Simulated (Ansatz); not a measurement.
The system is MnS.

```
Mn S
1.0
     0.00000    2.60450    2.60450
     2.60450    0.00000    2.60450
     2.60450    2.60450    0.00000
Mn S
1 1
Direct
  0.00000 0.00000 0.00000
  0.50000 0.50000 0.50000
```

Base run:

```yaml
Program: Ansatz 0.2.0
Functional: PBEsol
Potentials_or_basis: all-electron LAPW, scalar-relativistic
Cutoff: 217 eV
Density_cutoff: 867 eV
Basis_error_allowed: 0.001 eV/atom
k_mesh: 9 × 9 × 9
Occupations: fermi-dirac, width 0.05 eV
Spin: collinear spin, ferromagnetic start
Starting_moments: "[4.0, 0.0] μB"
```

Its results: pressure -7.3 GPa; net moment 4.69 μB per cell; site moments Mn +4.41; S +0.14 μB.

Question: The run is repeated on the same cell with these changes: functional from PBEsol to LDA. What comes out?

Answer: Pressure -11.6 GPa; net moment 4.57 μB per cell; site moments Mn +4.29; S +0.14 μB.

LDA binds more tightly than PBEsol, so the same cell stands under less pressure.

Caveats: a cell with one magnetic atom can't hold antiferromagnetic order, which such compounds often take.

Not every run made on this cell is shown here.
